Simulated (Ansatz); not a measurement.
An Ansatz run on AlP (started from an entry of an open crystallographic database) left the output below. The cell was relaxed beforehand with r2SCAN.

The cell:
```
CELL_PARAMETERS angstrom
0.00000 2.73926 2.73926
2.73926 0.00000 2.73926
2.73926 2.73926 0.00000
ATOMIC_POSITIONS crystal
Al 0.00000 0.00000 0.00000
P 0.25000 0.25000 0.25000
```

Abridged output:
```
Crystal: 2 atoms, lattice volume = 41.108 Å³
Basis set: ecut = 500 eV, 1037 PW (Γ)
Bands: 8, of which v1, the nominal top of the filled ones, is band 4 counted from 1 (3 counted from 0)
Symmetry: 24 space group operations
k-points: 46 of 216 (irreducible under 4 space group operations, time reversal used)
preconditioner: auto → none  [insulator: Δε(μ)=1.872 eV  ℏωp=16.4 eV]
Free energy (F): -1301.059881 eV
Fermi energy:    4.791160 eV
--- Band table (eV; the first three rows and the last of 46) ---
  k-point 0: bands = [-7.1439, 4.7912, 4.7912, 4.7912, 8.6991, 9.7363, 9.7363, 9.7363]
  k-point 1: bands = [-6.8313, 2.9199, 4.5430, 4.5430, 8.9084, 10.1874, 10.1874, 10.9822]
  k-point 2: bands = [-6.0208, 0.3828, 4.1585, 4.1585, 8.3140, 10.2353, 10.2353, 13.3588]
  k-point 45: bands = [-4.9137, -0.2788, 1.6092, 2.7742, 9.2232, 10.2204, 12.1836, 12.9616]
--- Dielectric response (ions clamped): 3 representative field directions + reference, inside a basis on a mesh of 216 k-points ---
  ε∞ (high-frequency dielectric tensor):
        7.324795     0.000000     0.000000
        0.000000     7.324795     0.000000
        0.000000     0.000000     7.324795
  Born effective charges Z* (e; rows j = field, columns β = displacement):
    site 0:
         2.24667    0.00000    0.00000
         0.00000    2.24667    0.00000
         0.00000    0.00000    2.24667
    site 1:
        -2.24667    0.00000    0.00000
         0.00000   -2.24667    0.00000
         0.00000    0.00000   -2.24667
  ε∞ is read to err by 2.1e-2, Z* by 1.0e-2 e
```

Question: What input produced it? Give the YAML.

Answer:
```yaml
crystal:
  # lattice and atoms as above
kpoints:
  mp_grid: { grid: [6, 6, 6] }
hamiltonian:
  xc: r2scan
scf:
  occupations: { method: fixed }
dielectric: {}
```
The cutoff of 500 eV is the one that these potentials recommend for a meta-GGA. A response with clamped ions alone is the dielectric block. The lines shown narrow the functional down without fixing it; this is the one that was run. Keys that aren't typed take their defaults; thresholds and the kind of smearing can't be read off these lines.

Run as `ansatz run input.yaml --threads 2 --pin off --max-ram 2211MiB --backend cpu --events-out ev --progress --plain --runs-dir out`.

The values are computed, spin-unpolarised, and not measurements.
